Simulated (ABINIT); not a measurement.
# A GW chain in ABINIT: MgO (Fm-3m), part 3 of 3

How does a plane-wave GW calculation on MgO (Fm-3m) run from the first input to the gap?

ABINIT 10.8.3; LDA and many-body steps on it, plane waves. Known limits of the many-body steps: not at the basis limit.

So far. Step 4 (Empty states on the mesh, 6×6×6 mesh, 104 bands): On this mesh the gap is 4.817 eV. Step 5 (Screening, 6×6×6 mesh, 96 bands, screening to 244.9 eV): Local fields lower ε∞ by 7 %.

## 6. Self-energy, 6×6×6 mesh, 96 bands, screening to 244.9 eV

The self-energy is evaluated for the states that the input lists, and the levels follow from it, in one-shot runs by the linearised quasiparticle equation.

This step: G0W0 on LDA, plane waves, norm-conserving pseudopotentials.

Input file run.abi:

```
acell 3*1.0 Angstrom
rprim 
  -0.000000000000 2.097001392700 2.097001392700
  2.097001392700 -0.000000000000 2.097001392700
  2.097001392700 2.097001392700 -0.000000000000
ntypat 2
znucl 12 8
natom 2
typat 1 2
xred 
  0.000000000000 0.000000000000 0.000000000000
  0.500000000000 0.500000000000 0.500000000000
pp_dirpath "pseudos"
pseudos "Mg.upf, O.upf"
ecut 38
ngkpt 6 6 6
nshiftk 1
shiftk 0 0 0
kptopt 1
chksymbreak 0
istwfk *1
occopt 1
irdwfk 1
optdriver 4
nband 96
gwcalctyp 0
ecutsigx 38
symsigma 1
nkptgw 3
kptgw 
  0.0000000000 0.0000000000 0.0000000000
  0.5000000000 0.0000000000 0.0000000000
  0.5000000000 0.5000000000 0.0000000000
bdgw 
  6 12
  7 10
  7 10
ecuteps 9
irdscr 1
ppmodel 1
indata_prefix "in"
outdata_prefix "out"
tmpdata_prefix "tmp"
```

Command:

```sh
$ OMP_NUM_THREADS=1 mpirun -n 8 abinit run.abi > log
```

Numbers of over 12 decimals in the logs are rounded to 6 here.

The log of the run:

```text
.Version 10.8.3 of ABINIT. v10.8.2 released Aug 2026.

 Symmetries : space group Fm -3 m (#225); Bravais cF (face-center cubic)
[... echo of the input left out ...]
== DATASET  1 ==================================================================
-   mpi_nproc: 8, omp_nthreads: 1 (-1 if OMP is not activated)

--- !DatasetInfo
iteration_state: {dtset: 1, }
dimensions: {natom: 2, nkpt: 16, mband: 96, nsppol: 1, nspinor: 1, nspden: 1, mpw: 1411, }
cutoff_energies: {ecut:  38.0, pawecutdg:  -1.0, }
electrons: {nelect:   1.60000000E+01, charge:   0.00000000E+00, occopt:   1.00000000E+00, tsmear:   1.00000000E-02, }

 SIGMA: Calculation of the GW corrections

 Based on a program developped by R.W. Godby, V. Olevano, G. Onida, and L. Reining.
 Incorporated in ABINIT by V. Olevano, G.-M. Rignanese, and M. Torrent.
.Using double precision arithmetic ; gwpc =  8

[... cell and pseudopotentials left out ...]
--------------------------------------------------------------------------------

 ==== K-mesh for the wavefunctions ====
 Number of points in the irreducible wedge :    16
[... list of points left out ...]
 Together with 48 symmetry operations and time-reversal symmetry
 yields   216 points in the full Brillouin Zone.

 ==== Q-mesh for screening function ====
 Number of points in the irreducible wedge :    16
[... list of points left out ...]
 Together with 48 symmetry operations and time-reversal symmetry
 yields   216 points in the full Brillouin Zone.

 vcoul_init : cutoff-mode = AUXILIARY_FUNCTION
 q-points for optical limit:   1
     1)      0.000010    0.000020    0.000030
 setmesh: FFT mesh size selected  =    32x   32x   32
          total number of points  =        32768

 Number of electrons calculated from density =   16.0000; Expected =   16.0000
 average of density, n =  0.128557
 r_s =    1.2291
 omega_plasma =   34.5863 [eV]

 === KS Band Gaps ===
  >>>> For spin  1
   Minimum direct gap =   4.8168 [eV], located at k-point      :   0.0000  0.0000  0.0000
   Fundamental gap    =   4.8168 [eV], Top of valence bands at :   0.0000  0.0000  0.0000
                                       Bottom of conduction at :   0.0000  0.0000  0.0000
 SIGMA fundamental parameters:
 PLASMON POLE MODEL  1
 number of plane-waves for SigmaX                 1411
 number of plane-waves for SigmaC and W            169
 number of plane-waves for wavefunctions          1411
 number of bands                                    96
 number of independent spin polarizations            1
 number of spinorial components                      1
 number of k-points in IBZ                          16
 number of q-points in IBZ                          16
 number of symmetry operations                      48
 number of k-points in BZ                          216
 number of q-points in BZ                          216
 number of frequencies for dSigma/dE                 9
 frequency step for dSigma/dE [eV]                0.25
 number of omega for Sigma on real axis              0
 max omega for Sigma on real axis  [eV]           0.00
 zcut for avoiding poles [eV]                     0.10

 EPSILON^-1 parameters (SCR file):
 dimension of the eps^-1 matrix on file            169
 dimension of the eps^-1 matrix used               169
 number of plane-waves for wavefunctions          1411
 number of bands                                    96
 number of q-points in IBZ                          16
 number of frequencies                               2
 number of real frequencies                          1
 number of imag frequencies                          1

 matrix elements of self-energy operator (all in [eV])

 Perturbative Calculation

--- !SelfEnergy_ee
iteration_state: {dtset: 1, }
kpoint     : [   0.000,    0.000,    0.000, ]
spin       : 1
KS_gap     :    4.817
QP_gap     :    7.533
Delta_QP_KS:    2.716
data: !SigmaeeData |
     Band     E0 <VxcDFT>   SigX SigC(E0)      Z dSigC/dE  Sig(E)    E-E0       E
        6   4.459 -19.927 -25.546   3.778   0.806  -0.241 -21.411  -1.484   2.974
        7   4.459 -19.927 -25.546   3.778   0.806  -0.241 -21.411  -1.484   2.974
        8   4.459 -19.927 -25.546   3.778   0.806  -0.241 -21.411  -1.484   2.974
        9   9.275 -14.141  -9.150  -3.545   0.852  -0.173 -12.909   1.232  10.508
       10  20.226 -10.299  -3.755  -4.666   0.865  -0.155  -8.674   1.625  21.851
       11  20.226 -10.299  -3.755  -4.666   0.865  -0.155  -8.674   1.625  21.851
       12  20.226 -10.299  -3.755  -4.666   0.865  -0.155  -8.674   1.625  21.851

--- !SelfEnergy_ee
iteration_state: {dtset: 1, }
kpoint     : [   0.500,    0.000,    0.000, ]
spin       : 1
KS_gap     :    8.519
QP_gap     :   11.531
Delta_QP_KS:    3.012
data: !SigmaeeData |
     Band     E0 <VxcDFT>   SigX SigC(E0)      Z dSigC/dE  Sig(E)    E-E0       E
        7   3.795 -19.193 -25.031   3.872   0.805  -0.242 -20.776  -1.583   2.212
        8   3.795 -19.193 -25.031   3.872   0.805  -0.242 -20.776  -1.583   2.212
        9  12.314 -12.107  -6.438  -4.008   0.861  -0.162 -10.677   1.429  13.743
       10  17.010 -16.939  -9.691  -4.779   0.821  -0.219 -14.913   2.026  19.036

--- !SelfEnergy_ee
iteration_state: {dtset: 1, }
kpoint     : [   0.500,    0.500,    0.000, ]
spin       : 1
KS_gap     :   10.397
QP_gap     :   13.349
Delta_QP_KS:    2.952
data: !SigmaeeData |
     Band     E0 <VxcDFT>   SigX SigC(E0)      Z dSigC/dE  Sig(E)    E-E0       E
        7   3.084 -18.670 -24.653   3.928   0.805  -0.242 -20.325  -1.655   1.429
        8   3.084 -18.670 -24.653   3.928   0.805  -0.242 -20.325  -1.655   1.429
        9  13.481  -9.564  -3.964  -4.112   0.872  -0.147  -8.266   1.297  14.779
       10  14.329 -12.840  -6.552  -4.347   0.865  -0.156 -11.161   1.680  16.009

== END DATASET(S) ==============================================================
================================================================================

 -outvars: echo values of variables after computation  --------
           etotal      0.0000000000E+00
            nband          96
             nkpt          16
          spgroup         225
 [... the other variables as echoed above ...]

 Calculation completed.
```

Run time: 8.6 s. Hardware: 8 MPI ranks of Arm Neoverse V1, shared host; peak memory 1.3 GiB; 68 s of CPU time.

Numbers from this step:

- G0W0 gap on the points computed: 7.534 eV
- starting gap on the mesh: 4.817 eV
- k of the valence top: 0, 0, 0
- k of the conduction bottom: 0, 0, 0
- Z at the valence top: 0.806
- Z at the conduction bottom: 0.852
- least direct G0W0 gap on the computed points: 7.534 eV

The gap on the mesh goes from 4.82 eV to 7.53 eV, a correction of +2.72 eV.

Limits: finite bands, cutoff and mesh. v1 is the top filled band, c1 the lowest empty one. The levels before and after the correction (eV, zero at the valence-band top of each column):

|  | conduction bottom | valence top |
| --- | --- | --- |
| Kohn-Sham | 4.82 | 0.00 |
| G0W0 | 7.53 | 0.00 |

|  | level | energy (eV) |
| --- | --- | --- |
| Kohn-Sham | Γ v3-v1 | 0.000 |
| Kohn-Sham | Γ c1 | 4.817 |
| Kohn-Sham | Γ c2-c4 | 15.767 |
| G0W0 | Γ v3-v1 | 0.000 |
| G0W0 | Γ c1 | 7.534 |
| G0W0 | Γ c2-c4 | 18.877 |

## 7. Where the time went

Times are wall times on 8 MPI ranks of Arm Neoverse V1, shared host, good to a factor of about two.

| step | time | share | memory (GiB) |
| --- | --- | --- | --- |
| ground state | 3.4 s | 6 % | 0.49 |
| bands along the symmetry lines | 2.9 s | 5 % | 0.07 |
| empty states on the mesh | 6.7 s | 11 % | 1.3 |
| screening | 37 s | 63 % | 1.2 |
| self-energy | 8.6 s | 15 % | 1.3 |

## 8. Outcome

- LDA gap: 4.82 eV, direct
- G0W0 gap on the mesh: 7.53 eV
- GW settings: 6×6×6 mesh, 96 bands, screening to 244.9 eV, Godby-Needs plasmon pole
- known limits: not at the basis limit

What this shows: G0W0 moves the gap on the mesh from 4.82 eV to 7.53 eV (+2.72 eV), with Z of 0.81 and 0.85 at the edges. Local fields lower the RPA ε∞ on this mesh from 3.31 to 3.09. Only 3 of the mesh's irreducible points were corrected, so a valley elsewhere could overtake. The dearest step here is «screening». Against experiment, by G0W0@LDA: the gap of 7.53 eV lies −0.30 eV from the measured 7.83 eV (kind not stated, quoted 2009). The calculation has static nuclei and no excitons; a measured gap holds zero-point and thermal motion, which mostly lowers it. Bands and cutoff are finite, so the gap is not at the basis limit. The miss can reach some tenths of an eV and take either sign; the mesh is an error of its own. In the G0W0 run levels were corrected at 3 k points alone, so a gap called «on the mesh» is the least over those, and an edge elsewhere would be missed.

[Paths, hosts, dates, memory and timing lines, banners, echoed tables and standing remarks are left out of the program output.]

[Logs are printed without paths, hosts, clocks, repeated set-up lines and the standing remarks that a program may print on its own settings, such as how far it seeks lower states.]

[Runs of the session that timed out or met a known fault of the program may be left out.]

[Hosts, paths, dates, database ids (printed as entryN), source tags and the programs' standing remarks are cut or masked in the printed files.]

[G0W0 gaps are taken among the corrected bands and points alone; a level outside them can change the order at an edge.]

[Where Ansatz stands beside ABINIT at settings called matched, ABINIT's density can come from a denser mesh and the files from another edition; pairs whose starting gaps differed by over 0.03 eV were left out, so agreement reads better than it is.]
